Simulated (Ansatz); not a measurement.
SiGe:

```
CELL_PARAMETERS angstrom
3.90445 0.00000 0.00000
-1.95223 3.38135 0.00000
0.00000 0.00000 6.45078
ATOMIC_POSITIONS crystal
Ge 0.33333 0.66667 0.00039
Ge 0.66667 0.33333 0.50039
Si 0.33333 0.66667 0.37461
Si 0.66667 0.33333 0.87461
```

The cell comes from a database or a generator and needn't be the stable form of this composition.

- Program: Ansatz 0.2.0
- Task: relaxation of cell and atoms
- Functional: PBE
- Potentials or basis: Ansatz PAW
- Cutoff: 420 eV (not typed: the program's choice for these potentials)
- k mesh: 8 × 8 × 4
- Occupations: fermi-dirac, width 0.05 eV
- Spin: no spin polarisation

At the start: volume 21.29 Å³/atom.

Q: How do energy, volume and symmetry change on relaxing?

A: It ends after 4 steps and the volume is 21.91 Å³/atom (+2.9 %); space group P6_3mc (No. 186, to 0.05 Å).

The path:
```csv
step,energy change (eV),largest force (eV/Å),volume (Å³)
1,0.0000,0.0164,85.17
2,-0.0164,0.0096,87.14
3,-0.0170,0.0017,87.64
4,-0.0175,0.0017,87.64
```

Final structure:
```
Ge Si
1.0
     3.94285    0.00000    0.00000
    -1.97142    3.41461    0.00000
     0.00000    0.00000    6.50939
Ge Si
2 2
Direct
  0.33333 0.66667 0.00039
  0.66667 0.33333 0.50039
  0.33333 0.66667 0.37461
  0.66667 0.33333 0.87461
```

Caveat: the plane-wave basis is chosen anew once the cell has moved, so the energies of steps on either side of that aren't comparable.
